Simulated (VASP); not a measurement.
**W: band structure with LAK**

The system is W.

```
CELL_PARAMETERS angstrom
-1.58234 1.58234 1.58234
1.58234 -1.58234 1.58234
1.58234 1.58234 -1.58234
ATOMIC_POSITIONS crystal
W 0.00000 0.00000 0.00000
```

```
Program                : VASP 6.6.1
Task                   : band structure
Functional             : LAK
Potentials or basis    : VASP PAW PBE potentials, release 64 (W_sv)
Cutoff                 : 520 eV
k mesh                 : 12 × 12 × 12
Occupations            : fermi-dirac, width 0.05 eV
Spin                   : no spin polarisation
Further INCAR settings : ALGO = Normal; EDIFF = 1e-06; NBANDS = 13
```

```
Pressure                : 13.0 GPa
Band gap along the path : none (metal or under the smearing width)
```

Levels at the corners of the path, in eV from the Fermi level:
```csv
point,band 5,band 6,band 7,band 8,band 9,band 10
Γ,-10.37,-1.15,-1.15,-1.15,2.97,2.97
H,-5.88,-5.88,5.61,5.61,5.61,8.46
H,-5.88,-5.88,5.61,5.61,5.61,8.46
N,-6.59,-3.69,0.35,2.74,3.86,6.63
N,-6.59,-3.69,0.35,2.74,3.86,6.63
Γ,-10.37,-1.15,-1.15,-1.15,2.97,2.97
Γ,-10.37,-1.15,-1.15,-1.15,2.97,2.97
P,-3.21,-3.21,-3.21,4.04,4.04,7.37
P,-3.21,-3.21,-3.21,4.04,4.04,7.37
H,-5.88,-5.88,5.61,5.61,5.61,8.46
P,-3.21,-3.21,-3.21,4.04,4.04,7.37
N,-6.59,-3.69,0.35,2.74,3.86,6.63
```

Run time: 39 s on 1 thread of Intel(R) Xeon(R) 6975P-C (Granite Rapids), with other jobs on the host, peak memory 0.14 GiB.

Caveat: the PAW data sets were made with another functional, which shifts forces and pressure a little; spin-orbit coupling is left out, which moves the levels of the heavy elements.
